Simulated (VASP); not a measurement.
Set up this calculation in VASP 6.6.1, as an ASE script.

```yaml
Task: band structure
Functional: RPBE
Potentials_or_basis: VASP PAW PBE potentials, release 64 (Sn_d, O)
Cutoff: 520 eV
k_mesh: 6 × 6 × 8
Occupations: fermi-dirac, width 0.05 eV
Spin: no spin polarisation
Further_INCAR_settings: ALGO = Normal; EDIFF = 1.00e-06; NBANDS = 35; ISYM = 0
```

Crystal: SnO2 (Cassiterite).

```
CELL_PARAMETERS angstrom
4.73800 0.00000 0.00000
0.00000 4.73800 0.00000
0.00000 0.00000 3.18650
ATOMIC_POSITIONS crystal
Sn 0.50000 0.50000 0.50000
Sn 0.00000 0.00000 0.00000
O 0.80710 0.19290 0.50000
O 0.19290 0.80710 0.50000
O 0.30710 0.30710 0.00000
O 0.69290 0.69290 0.00000
```

These files were run (other wordings do the same):

run.py

```python
from ase.calculators.vasp import Vasp
from ase.dft.bandgap import bandgap
from ase.spacegroup import crystal

atoms = crystal(
    ['Sn', 'O'],
    basis=[[0.5, 0.5, 0.5], [0.8071, 0.1929, 0.5]],
    spacegroup=136,
    setting=1,
    cellpar=[4.738, 4.738, 3.1865, 90.0, 90.0, 90.0],
    primitive_cell=True,
)
calc = Vasp(
    directory='calc',
    xc='rpbe',
    pp='PBE',
    setups='materialsproject',
    prec='Accurate',
    encut=520,
    ediff=1e-06,
    ismear=-1,
    sigma=0.05,
    lreal=False,
    lasph=True,
    nelm=80,
    algo='Normal',
    isif=2,
    lwave=False,
    lcharg=True,
    kpts=[6, 6, 8],
    gamma=True,
    nbands=35,
)
atoms.calc = calc

print('energy (eV):', atoms.get_potential_energy())
print('free energy (eV):', atoms.get_potential_energy(force_consistent=True))
efermi = calc.get_fermi_level()
print('Fermi level (eV):', efermi)
path = atoms.cell.bandpath(npoints=60, eps=1e-4)
print('path:', path.path)
calc.set(kpts=path.kpts, reciprocal=True, icharg=11, isym=0, lcharg=False)
calc.calculate(atoms)
print('gap on the path (eV):', bandgap(calc, efermi=efermi)[0])
print('direct gap on the path (eV):', bandgap(calc, efermi=efermi, direct=True)[0])
```

Potentials or basis: VASP PAW PBE potentials, release 64 (Sn_d, O).

Command:

```console
$ python run.py
```

Results of the run:

```yaml
Band_gap_along_the_path: 1.36 eV, direct
```

Caveat: the log is that of the step along the path at fixed density, whose energy, stress, charges and moments have no meaning; spin-orbit coupling is left out, which moves the levels of the heavy elements.

Run time: 65 s on 1 thread of Intel(R) Xeon(R) 6975P-C (Granite Rapids), on a shared host, peak memory 0.24 GiB.
